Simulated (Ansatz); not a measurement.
# PtS2 (P-3m1) in Ansatz: reference runs, part 2 of 2

Ansatz 0.2.0.

### 4 Single point, PBEsol, 17.17 Å³/atom (volume scaled by 0.94)

File input.yaml:

```yaml
crystal:
  lattice:
    - [3.4708695004, 0.0, 0.0]
    - [-1.7354347502, 3.0058611606, 0.0]
    - [0.0, 0.0, 4.9359384846]
  atoms:
    - { symbol: Pt, position: [0.0, 0.0, 0.0] }
    - { symbol: S, position: [0.6666666667, 0.3333333333, 0.773] }
    - { symbol: S, position: [0.3333333333, 0.6666666667, 0.227] }
hamiltonian:
  xc: pbesol
  pseudopotentials: { kind: paw }
kpoints:
  mp_grid: { grid: [9, 9, 5] }
scf:
  occupations: { method: fermi_dirac, width: 0.05 }
output:
  forces: true
  stress: true
  eigenvalues: true
```

The run is started by

```console
> ansatz run input.yaml --threads 2 --pin off --max-ram 5632MiB --backend cpu --events-out ev --progress --plain --runs-dir out
```

It took 1.1 s on 2 threads of Intel Xeon Platinum 8375C at 2.90GHz (Ice Lake), shared host; peak memory 0.37 GiB.

The run converged. Its results:

```
Free energy            : -14154.5627 eV
Pressure               : 18.4 GPa
Largest force          : 2.006 eV/Å
Band gap on the k mesh : 1.01 eV, indirect (least direct gap 1.05 eV)
```

Caveat: odd divisions of the mesh miss points on the zone boundary, where band edges often lie, so the gap on the mesh can be too wide; spin-orbit coupling is left out, which moves the levels of the heavy elements; the PAW data sets come from PBE, with cores solved anew for the run's functional, which leaves a small shift of forces and pressure; forces of over 1 eV/Å show positions far from the minimum, so gaps and moduli don't describe the material at rest.

### 5 Single point, PBEsol, 17.53 Å³/atom (volume scaled by 0.96)

Edit input.yaml of step 4 so:

```diff
@@ -2,5 +2,5 @@
   lattice:
-    - [3.4708695004, 0.0, 0.0]
-    - [-1.7354347502, 3.0058611606, 0.0]
-    - [0.0, 0.0, 4.9359384846]
+    - [3.4953130487, 0.0, 0.0]
+    - [-1.7476565244, 3.0270298944, 0.0]
+    - [0.0, 0.0, 4.9706997601]
   atoms:
```

The run is started by

```console
> ansatz run input.yaml --threads 2 --pin off --max-ram 5632MiB --backend cpu --events-out ev --progress --plain --runs-dir out
```

Run time: 1.3 s. Hardware: 2 threads of Intel Xeon Platinum 8375C at 2.90GHz (Ice Lake), shared host; peak memory 0.4 GiB.

Results (log left out):

```
Free energy            : -14154.6731 eV
Pressure               : 14.0 GPa
Largest force          : 1.625 eV/Å
Band gap on the k mesh : 0.99 eV, indirect (least direct gap 1.03 eV)
```

Caveat: odd divisions of the mesh miss points on the zone boundary, where band edges often lie, so the gap on the mesh can be too wide; spin-orbit coupling is left out, which moves the levels of the heavy elements; the PAW data sets come from PBE, with cores solved anew for the run's functional, which leaves a small shift of forces and pressure; forces of over 1 eV/Å show positions far from the minimum, so gaps and moduli don't describe the material at rest.

### 6 Single point, PBEsol, 17.90 Å³/atom (volume scaled by 0.98)

Edit input.yaml of step 5 so:

```diff
@@ -2,5 +2,5 @@
   lattice:
-    - [3.4953130487, 0.0, 0.0]
-    - [-1.7476565244, 3.0270298944, 0.0]
-    - [0.0, 0.0, 4.9706997601]
+    - [3.5194194177, 0.0, 0.0]
+    - [-1.7597097089, 3.0479066223, 0.0]
+    - [0.0, 0.0, 5.0049815314]
   atoms:
```

Potentials or basis: Ansatz PAW.

The run is started by

```console
> ansatz run input.yaml --threads 2 --pin off --max-ram 5632MiB --backend cpu --events-out ev --progress --plain --runs-dir out
```

Log:

```text
Warning: RAYON_NUM_THREADS=2 ignored (pool sized by the plan → 2); use --threads N
Engine: ansatz 0.2.0, x86_64-unknown-linux-gnu
Pseudopotentials: kind: paw
Pseudopotential: Pt, paw, valence charge 18, recommended cutoff 420 eV (normal), Pt.paw.azcp
Pseudopotential: S, paw, valence charge 6, recommended cutoff 420 eV (normal), S.paw.azcp
Functional definition: PBEsol
  exchange = pbesol_x
  correlation = pbesol_c
Crystal: 3 atoms, lattice volume = 53.688 Å³
Basis set: ecut = 420 eV, 1043 PW (Γ), exchange–correlation on 48×48×72 points (8 copies of the dense FFT grid, shifted against one another)
Bands: 19, of which v1, the nominal top of the filled ones, is band 15 counted from 1 (14 counted from 0)
Symmetry: 12 space group operations
[... 37 lines left out ...]
  E_paw        = -10484.349101  (= ΣΔE_a)
  E_vpaw       = -300.848945  (= ΣTr[D̂ρ^β])
  E_aug_tail   = 0.000180  (compensation charges beyond the density's cutoff)
  E_ewald      = -2446.625173
  E_core_change = 0.410880  (= ΣΔE_core)
  E_smearing   = -0.000006  (= −TS)
  E_closure    = -0.000000  (closes the sum)
  Σ components = -14154.754622   (vs F -14154.754622, Δ=0.00e0)
--- Forces (eV/Å), atoms counted from 1 ---
  atom   1  Pt    -0.00000000     0.00000000     0.00000000
  atom   2  S     -0.00000000    -0.00000000    -1.27467757
  atom   3  S      0.00000000     0.00000000     1.27467757
  max |Σ_I F_I| component: 6.94e-18 eV/Å
--- Stress (GPa, compression-positive) ---
       10.790426       0.000000       0.000000
        0.000000      10.790426       0.000000
        0.000000       0.000000       8.306774
  P = ⅓ Tr σ = 9.9625 GPa (99.625 kbar)
--- Band table (eV; the first three rows and the last of 50) ---
  k-point 0: bands = ["-88.4051", "-42.6497", "-42.6497", "-42.4690", "-4.5433", "-1.1087", "3.9742", "3.9742", "4.1129", "7.1088", "7.1088", "9.4049", "10.0878", "10.0878", "11.1022", "13.7554", "13.7554", "15.8626", "17.0125"]
  k-point 1: bands = ["-88.4051", "-42.6497", "-42.6497", "-42.4690", "-4.4556", "-1.3692", "3.9811", "3.9811", "4.5334", "7.1001", "7.1001", "9.2410", "10.0188", "10.0188", "10.7856", "13.9227", "13.9227", "15.9683", "17.6425"]
  k-point 2: bands = ["-88.4051", "-42.6497", "-42.6497", "-42.4690", "-4.2894", "-1.7785", "3.9924", "3.9924", "5.2971", "7.0865", "7.0865", "8.7590", "9.9125", "9.9125", "10.4173", "14.2102", "14.2102", "16.4148", "18.4962"]
  k-point 49: bands = ["-88.4045", "-42.6683", "-42.6683", "-42.4652", "-2.1260", "-2.1260", "4.4690", "4.4690", "4.4971", "6.7319", "6.7319", "7.4850", "7.6980", "9.3441", "9.3441", "13.3751", "13.3751", "18.3316", "19.0384"]
```

Run time: 1.3 s. Hardware: 2 threads of Intel Xeon Platinum 8375C at 2.90GHz (Ice Lake), shared host; peak memory 0.38 GiB.

What came out:

```yaml
Free_energy: -14154.7546 eV
Pressure: 10.0 GPa
Largest_force: 1.275 eV/Å
Band_gap_on_the_k_mesh: 0.97 eV, indirect (least direct gap 1.01 eV)
```

Caveat: odd divisions of the mesh miss points on the zone boundary, where band edges often lie, so the gap on the mesh can be too wide; spin-orbit coupling is left out, which moves the levels of the heavy elements; the PAW data sets come from PBE, with cores solved anew for the run's functional, which leaves a small shift of forces and pressure; forces of over 1 eV/Å show positions far from the minimum, so gaps and moduli don't describe the material at rest.

### 7 Single point, PBEsol, 18.26 Å³/atom

Edit input.yaml of step 6 so:

```diff
@@ -2,5 +2,5 @@
   lattice:
-    - [3.5194194177, 0.0, 0.0]
-    - [-1.7597097089, 3.0479066223, 0.0]
-    - [0.0, 0.0, 5.0049815314]
+    - [3.5432, 0.0, 0.0]
+    - [-1.7716, 3.0685012107, 0.0]
+    - [0.0, 0.0, 5.0388]
   atoms:
```

The run is started by

```console
> ansatz run input.yaml --threads 2 --pin off --max-ram 5632MiB --backend cpu --events-out ev --progress --plain --runs-dir out
```

Run time: 1.3 s. Hardware: 2 threads of Intel Xeon Platinum 8375C at 2.90GHz (Ice Lake), shared host; peak memory 0.38 GiB.

Results (log left out):

```yaml
Free_energy: -14154.8103 eV
Pressure: 6.4 GPa
Largest_force: 0.952 eV/Å
Band_gap_on_the_k_mesh: 0.95 eV, indirect (least direct gap 0.99 eV)
```

Caveat: odd divisions of the mesh miss points on the zone boundary, where band edges often lie, so the gap on the mesh can be too wide; spin-orbit coupling is left out, which moves the levels of the heavy elements; the PAW data sets come from PBE, with cores solved anew for the run's functional, which leaves a small shift of forces and pressure.

### 8 Single point, PBEsol, 18.63 Å³/atom (volume scaled by 1.02)

Edit input.yaml of step 7 so:

```diff
@@ -2,5 +2,5 @@
   lattice:
-    - [3.5432, 0.0, 0.0]
-    - [-1.7716, 3.0685012107, 0.0]
-    - [0.0, 0.0, 5.0388]
+    - [3.5666655845, 0.0, 0.0]
+    - [-1.7833327923, 3.088823003, 0.0]
+    - [0.0, 0.0, 5.0721705089]
   atoms:
@@ -20 +20,5 @@
   eigenvalues: true
+  write_density: true
+  write_potential: true
+  elf: true
+  volumetric_format: npy
```

The run is started by

```console
> ansatz run input.yaml --threads 2 --pin off --max-ram 5632MiB --backend cpu --events-out ev --progress --plain --runs-dir out
```

Run time: 1.6 s. Hardware: 2 threads of Intel Xeon Platinum 8375C at 2.90GHz (Ice Lake), shared host; peak memory 0.38 GiB.

Results (log left out):

| Quantity | Value |
| --- | --- |
| Free energy | -14154.8429 eV |
| Pressure | 3.2 GPa |
| Largest force | 0.654 eV/Å |
| Band gap on the k mesh | 0.93 eV, indirect (least direct gap 0.97 eV) |

Caveat: odd divisions of the mesh miss points on the zone boundary, where band edges often lie, so the gap on the mesh can be too wide; spin-orbit coupling is left out, which moves the levels of the heavy elements; the PAW data sets come from PBE, with cores solved anew for the run's functional, which leaves a small shift of forces and pressure.

### 9 Single point, PBEsol, 18.99 Å³/atom (volume scaled by 1.04)

Edit input.yaml of step 8 so:

```diff
@@ -2,5 +2,5 @@
   lattice:
-    - [3.5666655845, 0.0, 0.0]
-    - [-1.7833327923, 3.088823003, 0.0]
-    - [0.0, 0.0, 5.0721705089]
+    - [3.5898263996, 0.0, 0.0]
+    - [-1.7949131998, 3.1088808573, 0.0]
+    - [0.0, 0.0, 5.105107604]
   atoms:
```

Potentials or basis: Ansatz PAW.

The run is started by

```console
> ansatz run input.yaml --threads 2 --pin off --max-ram 5632MiB --backend cpu --events-out ev --progress --plain --runs-dir out
```

It took 1.7 s on 2 threads of Intel Xeon Platinum 8375C at 2.90GHz (Ice Lake), shared host; peak memory 0.41 GiB.

The run converged. Its results:

```
Free energy            : -14154.8548 eV
Pressure               : 0.3 GPa
Largest force          : 0.380 eV/Å
Band gap on the k mesh : 0.91 eV, indirect (least direct gap 0.95 eV)
```

Caveat: odd divisions of the mesh miss points on the zone boundary, where band edges often lie, so the gap on the mesh can be too wide; spin-orbit coupling is left out, which moves the levels of the heavy elements; the PAW data sets come from PBE, with cores solved anew for the run's functional, which leaves a small shift of forces and pressure.

### 10 Single point, PBEsol, 19.36 Å³/atom (volume scaled by 1.06)

Edit input.yaml of step 9 so:

```diff
@@ -2,5 +2,5 @@
   lattice:
-    - [3.5898263996, 0.0, 0.0]
-    - [-1.7949131998, 3.1088808573, 0.0]
-    - [0.0, 0.0, 5.105107604]
+    - [3.6126921524, 0.0, 0.0]
+    - [-1.8063460762, 3.12868318, 0.0]
+    - [0.0, 0.0, 5.1376250896]
   atoms:
```

The run is started by

```console
> ansatz run input.yaml --threads 2 --pin off --max-ram 5632MiB --backend cpu --events-out ev --progress --plain --runs-dir out
```

Run time: 1.7 s. Hardware: 2 threads of Intel Xeon Platinum 8375C at 2.90GHz (Ice Lake), shared host; peak memory 0.41 GiB.

It converged, with:

| Item | Value |
| --- | --- |
| Free energy | -14154.8483 eV |
| Pressure | -2.2 GPa |
| Largest force | 0.127 eV/Å |
| Band gap on the k mesh | 0.89 eV, indirect (least direct gap 0.94 eV) |

Caveat: odd divisions of the mesh miss points on the zone boundary, where band edges often lie, so the gap on the mesh can be too wide; spin-orbit coupling is left out, which moves the levels of the heavy elements; the PAW data sets come from PBE, with cores solved anew for the run's functional, which leaves a small shift of forces and pressure.

### 11 Equation of state, PBEsol

This step only gathers the single runs of the series.

What came out:

```
Equilibrium volume                        : 19.04 Å³/atom
Bulk modulus at fixed shape and positions : 139 GPa
Pressure derivative of the bulk modulus   : 4.7
```

Energy against volume, from the lowest point:
```tsv
volume (Å³/atom)	energy (meV/atom)
17.165	97.36
17.531	60.58
17.896	33.40
18.261	14.84
18.626	3.97
18.992	0.00
19.357	2.19
```

Caveat: the cell was scaled at fixed shape and fractional positions, which overstates the stiffness of a crystal with free parameters, most of all of layers and chains. The run has no spin-orbit coupling, so splittings on Pt are missing.

### 12 The runs side by side

| task | cell | gap on the mesh (eV) | pressure (GPa) | largest force (eV/Å) |
| --- | --- | --- | --- | --- |
| single point | as given | 0.95 | 6.4 | 0.95 |
| single point | atoms moved at random, drawn with an rms of 0.05 Å | 0.82 | 4.6 | 1.10 |
| equation of state | as given | - | - | - |

Alike in all rows: level PBEsol; potentials or basis Ansatz PAW; no spin polarisation; k mesh 9 × 9 × 5; cutoff (eV) 420; smearing fermi-dirac 0.05 eV.

Caveats: odd divisions of the mesh miss points on the zone boundary, where band edges often lie, so the gap on the mesh can be too wide (some runs); spin-orbit coupling is left out, which moves the levels of the heavy elements (some runs); the PAW data sets come from PBE, with cores solved anew for the run's functional, which leaves a small shift of forces and pressure (some runs); the cell was scaled at fixed shape and fractional positions, which overstates the stiffness of a crystal with free parameters, most of all of layers and chains (some runs).

Total energies depend on the potentials used, so only differences within one code and one set of settings carry meaning.
